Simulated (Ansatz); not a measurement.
Write the native input for Ansatz 0.2.0 that does the following.

- Task: single point
- Functional: PBE
- Potentials or basis: Ansatz PAW
- Cutoff: 420 eV (not typed: the program's choice for these potentials)
- k mesh: 3 × 3 × 3
- Occupations: fermi-dirac, width 0.05 eV
- Spin: no spin polarisation

HgSe:

```
CELL_PARAMETERS angstrom
0.00000 3.03900 3.03900
3.03900 0.00000 3.03900
3.03900 3.03900 0.00000
ATOMIC_POSITIONS crystal
Hg 0.00000 0.00000 0.00000
Se 0.75000 0.75000 0.75000
```

One way to write it, as run:

input.yaml

```yaml
crystal:
  lattice:
    - [0.0, 3.039, 3.039]
    - [3.039, 0.0, 3.039]
    - [3.039, 3.039, 0.0]
  atoms:
    - { symbol: Hg, position: [0.0, 0.0, 0.0] }
    - { symbol: Se, position: [0.75, 0.75, 0.75] }
hamiltonian:
  xc: pbe
  pseudopotentials: { kind: paw }
kpoints:
  mp_grid: { grid: [3, 3, 3] }
scf:
  occupations: { method: fermi_dirac, width: 0.05 }
output:
  forces: true
  stress: true
  eigenvalues: true
```

Potentials or basis: Ansatz PAW.

Run with:

```bash
$ ansatz run input.yaml --threads 2 --pin off --max-ram 5120MiB --backend cpu --events-out ev --progress --plain --runs-dir out
```

It gave:

```
Pressure               : 5.9 GPa
Band gap on the k mesh : none (metal or under the smearing width)
```

Caveat: the k mesh is coarse (spacing up to 0.60 Å⁻¹), so the values aren't converged.

Wall time 2.6 s on 2 threads of Intel(R) Xeon(R) Processor @ 2.50GHz (Skylake/Cascade Lake) (shared host), peak memory 0.33 GiB.
